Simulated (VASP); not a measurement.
# WS2 (R-3m) in VASP: a series of runs

One crystal, WS2, is run at these levels: PBE; tasks: single point.

Program: VASP 6.6.1. These are calculated values, not measurements. Logs are shortened: lines on timing, memory, paths and dates and some standing lists are left out, and cuts for length are marked.

### Step 1. The structure

The structure is trigonal, space group R-3m (No. 166). The conventional cell has a = 3.197 Å, b = 3.197 Å, c = 18.261 Å, α = 90.00°, β = 90.00°, γ = 120.00°. W (site symmetry -3m) is surrounded by 6 S at 2.42 Å. Around S (site symmetry 3m) lie 3 W at 2.42 Å.

The cell was built by a generator and needn't be a form met in nature.

### Step 2. Single point, PBE

File INCAR:

```
SYSTEM = WS2
PREC     = Accurate       ! precision mode
ENCUT    = 520            ! plane-wave cutoff, eV
EDIFF    = 1E-6           ! SCF threshold, eV
ISMEAR   = -1             ! smearing method
SIGMA    = 0.02           ! smearing width, eV
LREAL    = .False.        ! projectors in reciprocal space
LASPH    = .True.         ! aspherical terms in the spheres
NELM     = 100            ! most SCF steps
ALGO     = Normal         ! electronic algorithm
ISIF     = 2              ! what is computed and relaxed
LWAVE    = .False.        ! write WAVECAR
LCHARG   = .False.        ! write CHGCAR
GGA      = PE             ! functional
NBANDS   = 20             ! bands
```

File KPOINTS:

```
Automatic mesh
0
Gamma
  6 6 6
  0 0 0
```

File POSCAR:

```
WS2
1.0
    1.5985959938      0.9229498273      6.0871025276
   -1.5985959938      0.9229498273      6.0871025276
    0.0000000000     -1.8458996547      6.0871025276
W S
1 2
Direct
    0.0000000000      0.0000000000      0.0000000000
    0.2477300233      0.2477300233      0.2477300233
    0.7522699767      0.7522699767      0.7522699767
```

Potentials or basis: VASP PAW PBE potentials, release 64 (W_sv, S).

Run with:

```bash
> cat potpaw_PBE.64/W_sv/POTCAR potpaw_PBE.64/S/POTCAR > POTCAR
> mpirun -np 1 vasp_std > vasp.out
```

OUTCAR:

```text
SYSTEM = WS2
   PREC = Accurate
   ENCUT = 520
   EDIFF = 1E-6
   ISMEAR = -1
   LREAL = .False.
   LASPH = .True.
   NELM = 100
   ISIF = 2
   GGA = PE

 ion  position               nearest neighbor table
   1  0.000  0.000  0.000-   3 2.42   2 2.42   3 2.42   3 2.42   2 2.42   2 2.42
   2  0.248  0.248  0.248-   1 2.42   1 2.42   1 2.42
   3  0.752  0.752  0.752-   1 2.42   1 2.42   1 2.42

  LATTYP: Found a trigonal (rhomboedric) cell.
 ALAT       =     6.3608303480
 COS(alpha) =     0.8736777620

  Lattice vectors:

 A1 = (   1.5985959938,   0.9229498273,   6.0871025276)
 A2 = (  -1.5985959938,   0.9229498273,   6.0871025276)
 A3 = (   0.0000000000,  -1.8458996547,   6.0871025276)

Analysis of symmetry for initial positions (statically):
=====================================================================
 Subroutine PRICEL returns:
 Original cell was already a primitive cell.

 Routine SETGRP: Setting up the symmetry group for a
 trigonal (rhombohedral) supercell.

 Subroutine GETGRP returns: Found 12 space group operations
 (whereof 12 operations were pure point group operations)
 out of a pool of 12 trial point group operations.

The static configuration has the point symmetry D_3d.

Analysis of symmetry for dynamics (positions and initial velocities):
=====================================================================
 Subroutine PRICEL returns:
 Original cell was already a primitive cell.

 Routine SETGRP: Setting up the symmetry group for a
 trigonal (rhombohedral) supercell.

 Subroutine GETGRP returns: Found 12 space group operations
 (whereof 12 operations were pure point group operations)
 out of a pool of 12 trial point group operations.

The dynamic configuration has the point symmetry D_3d.

 Subroutine INISYM returns: Found 12 space group operations
 (whereof 12 operations are pure point group operations),
 and found     1 'primitive' translations

----------------------------------------------------------------------------------------

                                     Primitive cell

  volume of cell :      53.8863

  direct lattice vectors                    reciprocal lattice vectors
     1.598595994  0.922949827  6.087102528     0.312774461  0.180580419  0.054760591
    -1.598595994  0.922949827  6.087102528    -0.312774461  0.180580419  0.054760591
     0.000000000 -1.845899655  6.087102528     0.000000000 -0.361160838  0.054760591

  length of vectors
     6.360830348  6.360830348  6.360830348     0.365288754  0.365288754  0.365288754

  position of ions in fractional coordinates (direct lattice)
     0.000000000  0.000000000  0.000000000
     0.247730023  0.247730023  0.247730023
     0.752269977  0.752269977  0.752269977

  ion indices of the primitive-cell ions
   primitive index   ion index
                 1           1
                 2           2
                 3           3

----------------------------------------------------------------------------------------

 KPOINTS: Automatic mesh

Automatic generation of k-mesh.
 Grid dimensions read from file:
 generate k-points for:    6    6    6

 Generating k-lattice:

  Cartesian coordinates                     Fractional coordinates (reciprocal lattice)
     0.052129077  0.030096737  0.009126765     0.166666667  0.000000000  0.000000000
    -0.052129077  0.030096737  0.009126765     0.000000000  0.166666667  0.000000000
     0.000000000 -0.060193473  0.009126765    -0.000000000 -0.000000000  0.166666667

  Length of vectors
     0.060881459  0.060881459  0.060881459

  Shift w.r.t. Gamma in fractional coordinates (k-lattice)
     0.000000000  0.000000000  0.000000000

 Subroutine IBZKPT returns following result:
 ===========================================

 Found     32 irreducible k-points:

 Following reciprocal coordinates:
            Coordinates               Weight
  0.000000  0.000000  0.000000      1.000000
  0.166667  0.000000  0.000000      6.000000
  0.333333  0.000000 -0.000000      6.000000
  0.500000  0.000000  0.000000      3.000000
  0.166667  0.166667  0.000000      6.000000
  0.333333  0.166667 -0.000000     12.000000
[... 16 lines left out ...]
  0.500000  0.500000  0.166667      6.000000
 -0.333333  0.500000  0.166667     12.000000
 [... further k-points ...]
   k-points           NKPTS =     32   k-points in BZ     NKDIM =     32   number of bands    NBANDS=     20
   number of dos      NEDOS =    301   number of ions     NIONS =      3
   total plane-waves  NPLWV = 110592
   dimension x,y,z NGX =    48 NGY =   48 NGZ =   48
   dimension x,y,z NGXF=    96 NGYF=   96 NGZF=   96
   ions per type =               1   2
   NGX,Y,Z   is equivalent  to a cutoff of  12.55, 12.55, 12.55 a.u.
   NGXF,Y,Z  is equivalent  to a cutoff of  25.09, 25.09, 25.09 a.u.
 SYSTEM =  WS2
   PREC   = accura    normal or accurate (medium, high low for compatibility)
   ISTART =      0    job   : 0-new  1-cont  2-samecut
   ICHARG =      2    charge: 1-file 2-atom 10-const
   ISPIN  =      1    spin polarized calculation?
   LNONCOLLINEAR =      F non collinear calculations
   LSORBIT =      F    spin-orbit coupling
   LASPH  =      T    aspherical Exc in radial PAW
   ENCUT  =  520.0 eV  38.22 Ry    6.18 a.u.  11.83 11.83 11.83*2*pi/ulx,y,z
   NELM   =    100;   NELMIN=  2; NELMDL= -5     # of ELM steps
   EDIFF  = 0.1E-05   stopping-criterion for ELM
   LREAL  =      F    real-space projection
   EDIFFG = 0.1E-04   stopping-criterion for IOM
   NSW    =      0    number of steps for IOM
   IBRION =     -1    ionic relax: 0-MD 1-quasi-New 2-CG
   NFREE  =      0    steps in history (QN), initial steepest desc. (CG)
   ISIF   =      2    stress and relaxation
   ISYM   =      2    0-nonsym 1-usesym 2-fastsym
   POTIM  = 0.5000    time-step for ionic-motion
   TEBEG  =    0.0;   TEEND  =   0.0 temperature during run
   PSTRESS=    0.0 pullay stress
   NELECT =      26.0000    total number of electrons
   NUPDOWN=      -1.0000    fix difference up-down
   EMIN   =  10.00;   EMAX   =-10.00  energy-range for DOS
   EFERMI =   0.00;   METHOD = LEGACY
   ISMEAR =    -1;   SIGMA  =   0.02  broadening in eV -4-tet -1-fermi 0-gaus
   EFERMI_NEDOS =   21; number of points for ismear=-14 and -15
   IALGO  =     38    algorithm
   IMIX   =      4    mixing-type and parameters
     AMIX     =   0.40;   BMIX     =  1.00
     AMIX_MAG =   1.60;   BMIX_MAG =  1.00
  volume/ion in A,a.u.               =      17.96       121.21
  Fermi-wavevector in a.u.,A,eV,Ry     =   1.284024  2.426453 22.432156  1.648717
  Thomas-Fermi vector in A             =   2.416242
   LORBIT       =      0    0 simple, 1 ext, 2 COOP (PROOUT), +10 PAW based schemes
   GGA     = PE    functional components
   LHFCALC =     F    Hartree Fock is set to
   AEXX    =    0.0000 exact exchange contribution
   IVDW    =     0    specifies the selected vdW correction
   LEPSILON=     F    determine dielectric tensor
   LRPA    =     F    only Hartree local field effects (RPA)
 non-spin polarized calculation
  energy-cutoff  :      520.00
  volume of cell :       53.89
 maximum number of plane-waves:      1468
   NGX = 23   NGY = 23   NGZ = 23

 number of electron      26.0000000 magnetization

 Free energy of the ion-electron system (eV)
  ---------------------------------------------------
  ext. energy  EPLUGINS =         0.00000000
  ---------------------------------------------------
  free energy    TOTEN  =       -22.80333600 eV

  energy without entropy =      -22.80250161  energy(sigma->0) =      -22.80291880

 E-fermi :   7.3306     XC(G=0): -10.9137

 val. band max:        7.3084651193   @ k =   0.3333   0.3333   0.3333
 cond. band min:       7.3526620505   @ k =  -0.3333   0.5000   0.3333
 fundamental gap:      0.0441969311
 Fermi energy:         7.3306008756

 k-point     1 :       0.0000    0.0000    0.0000
  band No.  band energies     occupation
      1     -67.3990      2.00000
      2     -31.5465      2.00000
      3     -31.5465      2.00000
      4     -31.5285      2.00000
      5      -8.0960      2.00000
      6      -6.2012      2.00000
[... 12 lines left out ...]
     19      13.2528      0.00000
     20      16.7754      0.00000

 k-point     2 :       0.1667    0.0000    0.0000
  band No.  band energies     occupation
      1     -67.3950      2.00000
      2     -31.6271      2.00000
      3     -31.5654      2.00000
      4     -31.5138      2.00000
      5      -7.6304      2.00000
      6      -6.1263      2.00000
[... 12 lines left out ...]
     19      14.6689      0.00000
     20      16.3430      0.00000

 k-point     3 :       0.3333    0.0000   -0.0000
  band No.  band energies     occupation
      1     -67.3872      2.00000
      2     -31.7848      2.00000
      3     -31.6029      2.00000
      4     -31.4845      2.00000
      5      -6.6006      2.00000
      6      -5.8368      2.00000
[... 12 lines left out ...]
     19      14.0378      0.00000
     20      15.9710      0.00000

 k-point     4 :       0.5000    0.0000    0.0000
  band No.  band energies     occupation
      1     -67.3833      2.00000
      2     -31.8621      2.00000
      3     -31.6215      2.00000
      4     -31.4697      2.00000
      5      -6.2353      2.00000
      6      -5.2928      2.00000
[... 12 lines left out ...]
     19      13.7593      0.00000
     20      14.1078      0.00000

 k-point     5 :       0.1667    0.1667    0.0000
  band No.  band energies     occupation
      1     -67.3950      2.00000
      2     -31.6271      2.00000
      3     -31.5654      2.00000
      4     -31.5138      2.00000
      5      -7.6081      2.00000
      6      -6.1657      2.00000
[... 12 lines left out ...]
     19      14.7828      0.00000
     20      16.2944      0.00000

 k-point     6 :       0.3333    0.1667   -0.0000
  band No.  band energies     occupation
      1     -67.3892      2.00000
      2     -31.7307      2.00000
      3     -31.6090      2.00000
      4     -31.4918      2.00000
      5      -6.7942      2.00000
      6      -6.0362      2.00000
[... 12 lines left out ...]
     19      16.0399      0.00000
     20      16.2530      0.00000

 k-point     7 :       0.5000    0.1667    0.0000
  band No.  band energies     occupation
      1     -67.3833      2.00000
      2     -31.8220      2.00000
      3     -31.6630      2.00000
      4     -31.4698      2.00000
      5      -6.0705      2.00000
      6      -5.5220      2.00000
[... 12 lines left out ...]
     19      14.5302      0.00000
     20      15.9190      0.00000
[... 277 lines left out ...]
 k-point    20 :       0.5000    0.3333    0.1667
  band No.  band energies     occupation
      1     -67.3892      2.00000
      2     -31.7307      2.00000
      3     -31.6090      2.00000
      4     -31.4918      2.00000
      5      -6.6790      2.00000
      6      -6.1742      2.00000
[... 12 lines left out ...]
     19      16.1676      0.00000
     20      16.3818      0.00000

 k-point    21 :      -0.3333    0.3333    0.1667
  band No.  band energies     occupation
      1     -67.3833      2.00000
      2     -31.8220      2.00000
      3     -31.6630      2.00000
      4     -31.4698      2.00000
      5      -6.0538      2.00000
      6      -5.5331      2.00000
[... 12 lines left out ...]
     19      14.4496      0.00000
     20      15.5717      0.00000

 k-point    22 :      -0.1667    0.3333    0.1667
  band No.  band energies     occupation
      1     -67.3833      2.00000
      2     -31.8220      2.00000
      3     -31.6630      2.00000
      4     -31.4698      2.00000
      5      -5.9700      2.00000
      6      -5.6462      2.00000
[... 12 lines left out ...]
     19      13.9421      0.00000
     20      15.8685      0.00000

 k-point    23 :       0.5000    0.5000    0.1667
  band No.  band energies     occupation
      1     -67.3872      2.00000
      2     -31.7848      2.00000
      3     -31.6029      2.00000
      4     -31.4845      2.00000
      5      -6.3799      2.00000
      6      -6.0928      2.00000
[... 12 lines left out ...]
     19      14.0140      0.00000
     20      16.2080      0.00000

 k-point    24 :      -0.3333    0.5000    0.1667
  band No.  band energies     occupation
      1     -67.3833      2.00000
      2     -31.8220      2.00000
      3     -31.6630      2.00000
      4     -31.4698      2.00000
      5      -5.9965      2.00000
      6      -5.5996      2.00000
[... 12 lines left out ...]
     19      14.1619      0.00000
     20      15.5979      0.00000

 [... further k-points ...]
[... 5 lines left out ...]
  --------------------------------------------------------------------------------------
  -------------------------------------------------------------------------------------
  Total        0.8670790      0.8670790      1.3559209      0.0000000     -0.0000000      0.0000000
  in kB       25.7804557     25.7804557     40.3149613      0.0000000     -0.0000000      0.0000000
  external PRESSURE =      30.6252909 kB  Pullay stress =       0.0000000 kB

 VOLUME and BASIS-vectors are now :
 -----------------------------------------------------------------------------
  energy-cutoff  :      520.00
  volume of cell :       53.89
      direct lattice vectors                 reciprocal lattice vectors
     1.598595994  0.922949827  6.087102528     0.312774461  0.180580419  0.054760591
    -1.598595994  0.922949827  6.087102528    -0.312774461  0.180580419  0.054760591
     0.000000000 -1.845899655  6.087102528     0.000000000 -0.361160838  0.054760591

 POSITION                                       TOTAL-FORCE (eV/Angst)
 -----------------------------------------------------------------------------------
      0.00000      0.00000      0.00000         0.000000      0.000000      0.000000
      0.00000     -0.00000      4.52387        -0.000000      0.000000     -0.162190
      0.00000     -0.00000     13.73743        -0.000000     -0.000000      0.162190
 -----------------------------------------------------------------------------------
    total drift:                               -0.000000     -0.000000      0.000000

  FREE ENERGIE OF THE ION-ELECTRON SYSTEM (eV)
  ---------------------------------------------------
  free  energy   TOTEN  =       -22.8033359991 eV

  energy  without entropy=      -22.8025016102  energy(sigma->0) =      -22.80291880
```

It took 48 s on 1 thread of Intel Xeon 6975P-C (Granite Rapids), shared host; peak memory 0.31 GiB.

Results:

- Free energy: -22.8033 eV
- Pressure: 3.1 GPa
- Largest force: 0.162 eV/Å
- Band gap on the k mesh: none (metal or under the smearing width)

Forces on the atoms (eV/Å):
```
W    0.000  0.000  0.000
S    0.000  0.000 -0.162
S    0.000  0.000  0.162
```

Stress tensor (GPa, compression positive):
```
2.58 0.00 0.00
0.00 2.58 0.00
0.00 0.00 4.03
```

Caveat: the k mesh is coarse (spacing up to 0.38 Å⁻¹), so the values aren't converged.

(Continued in part 2 of 2.)
